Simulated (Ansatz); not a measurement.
## GaAs: the gap against volume

GaAs, F-43m, a = 5.666 Å. Ansatz: r2SCAN, PAW, 500 eV, Γ-centred 8×8×8 mesh on 2 atoms, Gaussian smearing 0.02 eV; no spin polarisation. Symmetry fixes shape and atoms, so the cell is only scaled; x = ln(V/V0) with V0 = 22.742 Å³/atom. The gap is read at the mesh points alone.

| x | gap y (eV) |
| --- | --- |
| -0.0619 | 1.469 |
| -0.0305 | 1.209 |
| 0.0000 | 0.961 |
| 0.0296 | 0.726 |
| 0.0583 | ? |

Question: Fit a straight line to the other rows, give the volume deformation potential of the gap and its pressure coefficient, and predict the missing gap. B0 = 72.4 GPa.

Answer: Means x = -0.01570, y = 1.0913; Σ(Δx)² = 0.004652, ΣΔxΔy = -0.03779; the slope is their ratio. y = 0.9637 − 8.122 x. The slope is the deformation potential a = dE_g/d ln V = -8.12 eV, and dE_g/dP = −a/B0 = 112 meV/GPa. At x = 0.0583 the fit asked for gives 0.490 eV. The run gave 0.502 eV, so the fit is 0.012 eV too low, 1.2 % of the span of the series, against an rms of 0.003 eV on the fitted rows. The row lies outside the fitted range. With a term in x² added, a fit to the same known rows predicts 0.502 eV, so most of the miss is curvature that the known rows already hold.

Spin-orbit coupling is left out; it would lift a valence top of As p states by 0.1 to 0.15 eV. Semilocal functionals give gaps under the measured ones; changes of the gap mostly carry over better.